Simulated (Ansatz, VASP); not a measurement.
**V: VASP beside Ansatz**

```xyz
1
Lattice="0.0000 1.8950 1.8950 1.8950 0.0000 1.8950 1.8950 1.8950 0.0000" Properties=species:S:1:pos:R:3 pbc="T T T"
V     0.0000    0.0000    0.0000
```

This isn't the form of V at room conditions, which is bcc.

Alike in both runs: task single point; functional PBE; k mesh 22 × 22 × 22; occupations gaussian, width 0.15 eV; no spin polarisation.

|  | VASP | Ansatz |
| --- | --- | --- |
| version | VASP 6.6.1 | Ansatz 0.2.0 |
| potentials or method | VASP PAW PBE potentials, release 64 (V_sv) | scalar-relativistic, plane waves, PAW |
| plane-wave cutoff (eV) | 520 | 420 |
| valence electrons in the cell | 13 | 13 |

VASP gave:

| Item | Value |
| --- | --- |
| gap on the k mesh at the Fermi level (eV) | none |
| pressure (GPa) | 4.2 |

**Question.** Estimate Ansatz's values.

**Answer.** gap on the k mesh at the Fermi level (eV): none; pressure (GPa): 3.9.

A gap of «none» marks a metal or a gap that the smearing closes. The functional is the same, so the differences come from potentials, cutoffs and numerics.
